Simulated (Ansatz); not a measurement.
**Manganese, beta-Sn type under RPBE: from relaxation to bulk modulus**

Aim: take manganese in the beta-Sn type structure, relax it, solve it on a dense k-mesh, then scale the cell to 7 volumes from 88 to 112 % of the relaxed one and try a fit of the equation of state. Spin polarisation is left out, though the real metal is magnetic, so this state lies above the ground state. The k-meshes are 14×14×10 for the relaxation; 24×24×13 for the dense run; 16×16×9 for the volumes.

Computed with Ansatz 0.2.0 (DFT RPBE, plane waves (420 eV) with PAW, scalar-relativistic; PBE-made PAW files, unless a step says otherwise).

**1. Starting point**

It takes space group I4_1/amd (No. 141, tetragonal). Conventional cell: a = 4.488 Å, b = 4.488 Å, c = 2.450 Å, α = 90.00°, β = 90.00°, γ = 90.00°. Around Mn (site symmetry -4m2) lie 6 Mn at 2.33 to 2.45 Å.

As a file:

```
Mn
1.0
    -2.24386    2.24386    1.22515
     2.24386   -2.24386    1.22515
     2.24386    2.24386   -1.22515
Mn
2
Direct
  0.00000 0.00000 0.00000
  0.75000 0.25000 0.50000
```

**2. Geometry optimisation**

Contents of input.yaml:

```yaml
crystal:
  lattice:
    - [-2.2438589898, 2.2438589898, 1.2251470084]
    - [2.2438589898, -2.2438589898, 1.2251470084]
    - [2.2438589898, 2.2438589898, -1.2251470084]
  atoms:
    - { symbol: Mn, position: [0.0, 0.0, 0.0] }
    - { symbol: Mn, position: [0.75, 0.25, 0.5] }
hamiltonian:
  xc: rpbe
  pseudopotentials:
    kind: paw
    azcp:
      Mn: "pseudopotentials/Mn.paw.azcp"
basis:
  ecutwfc: 420
  fft_grid_basis: typed
kpoints:
  mp_grid: { grid: [14, 14, 10], shift: [0, 0, 0] }
magnetization:
  spin_polarized: false
scf:
  occupations: { method: fermi_dirac, width: 0.1 }
relax:
  max_steps: 60
  f_tol: 0.01
  cell: {}
output:
  write_density: true
  write_potential: true
  elf: true
  volumetric_format: npy
```

The runs that follow: Single point on a dense mesh; At 88 % of the relaxed volume; At 92 % of the relaxed volume; At 96 % of the relaxed volume; At 100 % of the relaxed volume; At 104 % of the relaxed volume; At 108 % of the relaxed volume; At 112 % of the relaxed volume.

**Question.** What will these runs give? Wanted: space group; conventional cell; volume; shortest distance; gap on the mesh; relative to alpha-Mn; V₀, B₀, B₀′.

**Answer**, as computed:

```
                                 quantity                                   value
           space group (spins left aside)                      P6_3/mmc (No. 194)
                        conventional cell  a = 2.500 Å, c = 4.041 Å (c/a = 1.616)
                                   volume                          10.940 Å³/atom
                        shortest distance                                 2.483 Å
                          gap on the mesh            none (levels filled in part)
relative to alpha-Mn (A12), ferrimagnetic                            +96 meV/atom
                              V₀, B₀, B₀′            10.920 Å³/atom, 265 GPa, 4.4
```

What this shows: The relaxation shrank the cell by 11.3 % in volume. What began as beta-Sn type has relaxed into hcp. What follows belongs to that structure, not to the type named at the start. The mesh has less symmetry than the lattice, which may have let the distortion in. Against the reference form of manganese (alpha-Mn (A12), ferrimagnetic, computed apart with the same settings) it stands 96 meV/atom higher; part of this is magnetic energy, as this run has no moments. Levels at the Fermi energy are filled in part, as in a metal. The fitted modulus is 265 GPa; letting shape and positions relax at each volume could only lower it.
